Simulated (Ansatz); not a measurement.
Crystal: V.

```
V
1.0
    -1.51435    1.51435    1.51435
     1.51435   -1.51435    1.51435
     1.51435    1.51435   -1.51435
V
1
Direct
  0.00000 0.00000 0.00000
```

| Quantity | Value |
| --- | --- |
| Program | Ansatz 0.2.0 |
| Task | single point |
| Functional | PBE |
| Potentials or basis | all-electron LAPW, scalar-relativistic |
| Cutoff | 258 eV (chosen from the basis error) |
| Basis error allowed | 0.001 eV/atom |
| k mesh | 12 × 12 × 12 |
| Occupations | fermi-dirac, width 0.05 eV |
| Spin | collinear spin, ferromagnetic start |
| Starting moments | [2.0] μB |

On this cell: pressure -5.4 GPa; net moment 0.00 μB per cell; band gap on the k mesh none (metal or under the smearing width).

The same run follows on a disturbed copy (cell strained at random at fixed volume):

```
CELL_PARAMETERS angstrom
-1.51699 1.52013 1.57756
1.49873 -1.47807 1.51724
1.50658 1.46766 -1.53549
ATOMIC_POSITIONS crystal
V 0.01027 0.00456 0.99881
```

Problem. What does the disturbed cell give?

Solution. The energy (extrapolated to zero smearing) moves by +3.9 meV/atom; pressure -5.4 GPa; net moment 0.00 μB per cell; band gap on the k mesh none (metal or under the smearing width).

Stress tensor (GPa, compression positive):
```
-4.60  0.02  0.33
 0.02 -4.19 -0.41
 0.33 -0.41 -7.32
```

Caveats: the starting moments weren't kept.
